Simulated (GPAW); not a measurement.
ZnSe (Stilleite): equation of state with BLYP+D3(BJ)

ZnSe (Stilleite):

```
Se Zn
1.0
     4.00760    0.00000    0.00000
     2.00380    3.47068    0.00000
     2.00380    1.15689    3.27219
Se Zn
1 1
Direct
  0.75000 0.75000 0.75000
  0.00000 0.00000 0.00000
```

```
Program             : GPAW 26.7.0
Task                : equation of state
Functional          : BLYP
Dispersion          : D3(BJ)
Potentials or basis : PAW data sets generated in the run's folder for this functional
Cutoff              : 600 eV
Basis               : pw
k mesh              : 7 × 7 × 7
Occupations         : fermi-dirac, width 0.05 eV
Spin                : no spin polarisation
```

| Item | Value |
| --- | --- |
| Equilibrium volume | 22.48 Å³/atom |
| Bulk modulus | 64 GPa |
| Pressure derivative of the bulk modulus | 4.6 |

Energy against volume, from the lowest point:
| volume (Å³/atom) | energy (meV/atom) |
| --- | --- |
| 21.391 | 11.22 |
| 21.846 | 3.45 |
| 22.301 | 0.00 |
| 22.757 | 0.40 |
| 23.212 | 4.21 |
| 23.667 | 11.10 |
| 24.122 | 20.71 |

It took 41 s on 1 thread of Intel(R) Xeon(R) 6975P-C (Granite Rapids), with other jobs on the host, peak memory 0.24 GiB.
